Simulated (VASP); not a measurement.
Here is a VASP 6.6.1 calculation.

File POSCAR:

```
PbSe
1.0
    0.0000000000      3.1206779849      3.1206779849
    3.1206779849      0.0000000000      3.1206779849
    3.1206779849      3.1206779849      0.0000000000
Pb Se
1 1
Direct
    0.0000000000      0.0000000000      0.0000000000
    0.5000000000      0.5000000000      0.5000000000
```

File INCAR.step1:

```
PREC = Accurate
ENCUT = 520
ISMEAR = -1
SIGMA = 0.05
LREAL = False
LASPH = True
NELM = 100
NBANDS = 17
GGA = PE
ALGO = Normal
EDIFF = 1E-4
LWAVE = True
LCHARG = False
```

INCAR.step2

```
PREC = Accurate
ENCUT = 520
EDIFF = 1E-6
ISMEAR = -1
SIGMA = 0.05
LREAL = False
LASPH = True
NELM = 100
ALGO = Normal
ISIF = 2
LWAVE = False
LCHARG = True
METAGGA = R2SCAN
LMIXTAU = True
LUSE_VDW = True
IVDW_NL = 2
BPARAM = 11.95
CPARAM = 0.0093
LELF = True
LVHAR = True
NBANDS = 17
ISTART = 1
```

Contents of KPOINTS:

```
regular mesh
0
Gamma
  8 8 8
```

Potentials or basis: VASP PAW PBE potentials, release 64 (Pb_d, Se).

Launch:

```sh
$ cat potpaw_PBE.64/Pb_d/POTCAR potpaw_PBE.64/Se/POTCAR > POTCAR
$ cp INCAR.step1 INCAR
$ mpirun -np 1 vasp_std > vasp.out
$ cp INCAR.step2 INCAR
$ mpirun -np 1 vasp_std > vasp.out
```

Question: Estimate the pressure.

Answer: -2.2 GPa.

Question: Estimate the band gap on the k mesh.

Answer: 0.72 eV, direct.

Caveat: the PAW data sets were made with another functional, which shifts forces and pressure a little; spin-orbit coupling is left out, which moves the levels of the heavy elements.

**Measured values to compare with.**

From a printed reference work, monograph, for a bulk crystal of PbSe at 300 K: band gap 0.28 eV (direct).

A measured gap of PbSe is 0.28 eV (direct; 300 K; a printed reference work, monograph); the calculated 0.72 eV misses it by +0.44 eV. 2 values of this kind are on record (0.15 to 0.28 eV); this one was drawn at random. Spin-orbit coupling on Pb, Se is left out. The value is that of r2SCAN+rVV10 on a finite k mesh, which can miss the band edges, without temperature or zero-point motion.
